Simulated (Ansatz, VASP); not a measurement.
This is a calculation of ZrS2 for Ansatz 0.2.0.

File input.yaml:

```yaml
crystal:
  lattice:
    - [3.6913825498, 0.0, 0.0]
    - [-1.8456912749, 3.1968310632, 0.0]
    - [0.0, 0.0, 6.04107701]
  atoms:
    - { symbol: Zr, position: [0.002334, 0.001469, 0.000653] }
    - { symbol: S, position: [0.327143, 0.668184, 0.243608] }
    - { symbol: S, position: [0.672273, 0.346626, 0.755041] }
hamiltonian:
  xc: pbe
  pseudopotentials: { kind: paw }
kpoints:
  mp_grid: { grid: [8, 8, 5] }
scf:
  occupations: { method: fermi_dirac, width: 0.05 }
output:
  forces: true
  stress: true
  eigenvalues: true
```

Potentials or basis: Ansatz PAW.

Run with:

```sh
$ ansatz run input.yaml --threads 1 --pin off --max-ram 3584MiB --backend cpu --events-out ev --progress --plain --runs-dir out
```

Q: Set up the same calculation for VASP 6.6.1. Potentials there: VASP PAW PBE potentials, release 64 (Zr_sv, S).

A: As run (the cutoff follows the program's own potentials):

Contents of INCAR:

```
PREC = Accurate
ENCUT = 520
EDIFF = 1E-7
ISMEAR = -1
SIGMA = 0.05
LREAL = F
LASPH = T
NELM = 60
ALGO = Normal
ISIF = 2
LWAVE = F
LCHARG = F
GGA = PE
NBANDS = 19
```

KPOINTS

```
regular mesh
0
Gamma
  8 8 5
```

File POSCAR:

```
ZrS2
1.0
    3.6913825498      0.0000000000      0.0000000000
   -1.8456912749      3.1968310632      0.0000000000
    0.0000000000      0.0000000000      6.0410770100
Zr S
1 2
Direct
    0.0023340000      0.0014690000      0.0006530000
    0.3271430000      0.6681840000      0.2436080000
    0.6722730000      0.3466260000      0.7550410000
```

Potentials or basis: VASP PAW PBE potentials, release 64 (Zr_sv, S).

Command:

```console
$ cat potpaw_PBE.64/Zr_sv/POTCAR potpaw_PBE.64/S/POTCAR > POTCAR
$ mpirun -np 1 vasp_std > vasp.out
```

Both were run:

|  | VASP | Ansatz | Ansatz less VASP |
| --- | --- | --- | --- |
| gap on the k mesh at the Fermi level (eV) | 0.95 | 0.95 | -0.004 |
| least direct gap on the mesh (eV) | 1.61 | 1.60 | -0.007 |
| pressure (GPa) | -1.4 | -1.4 | +0.03 |
| largest component of the traceless stress (GPa) | 0.77 | 0.77 | -0.002 |
| rms of the force components (eV/Å) | 0.189 | 0.191 | +0.0024 |

Atom by atom the forces differ by 0.003 eV/Å (rms over components).

Caveats: an odd mesh through Γ misses points on the zone boundary, where band edges often lie (VASP); odd divisions of the mesh miss points on the zone boundary, where band edges often lie, so the gap on the mesh can be too wide (Ansatz).
